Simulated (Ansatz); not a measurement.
# ZnCu under changes of volume

One of the cells (12.771 Å³/atom); the others are scaled copies at fixed shape and fractional positions:

```
Zn Cu
1.0
     2.94500    0.00000    0.00000
     0.00000    2.94500    0.00000
     0.00000    0.00000    2.94500
Zn Cu
1 1
Direct
  0.50000 0.50000 0.50000
  0.00000 0.00000 0.00000
```

```yaml
Program: Ansatz 0.2.0
Functional: PBE
Potentials_or_basis: Ansatz PAW
Cutoff: "420 eV (not typed: the program's choice for these potentials)"
k_mesh: 9 × 9 × 9
Occupations: fermi-dirac, width 0.05 eV
Spin: no spin polarisation
```

| volume (Å³/atom) | energy over the lowest point (meV/atom) | pressure (GPa) |
| --- | --- | --- |
| 12.005 | 34.67 | 11.6 |
| 12.260 | 18.91 | 8.3 |
| 12.516 | 8.22 | 5.2 |
| 12.771 | 2.09 | 2.6 |
| 13.026 | 0.00 | 0.2 |
| 13.282 | ? | ? |
| 13.537 | 6.18 | -3.8 |

What does the run at 13.282 Å³/atom give?

Energy over the lowest point 1.49 meV/atom; pressure -1.9 GPa.

Worked out: A Birch-Murnaghan fit of order 3 (a polynomial in V^(-2/3)) to the other rows has its minimum at 13.04 Å³/atom with B0 = V·E''(V) = 114 GPa and B' = 5.0. It gives 1.50 meV/atom at 13.282 Å³/atom, against the run's 1.49, and -dE/dV = -2.0 GPa, against -1.9.

Energies are extrapolated to zero smearing.
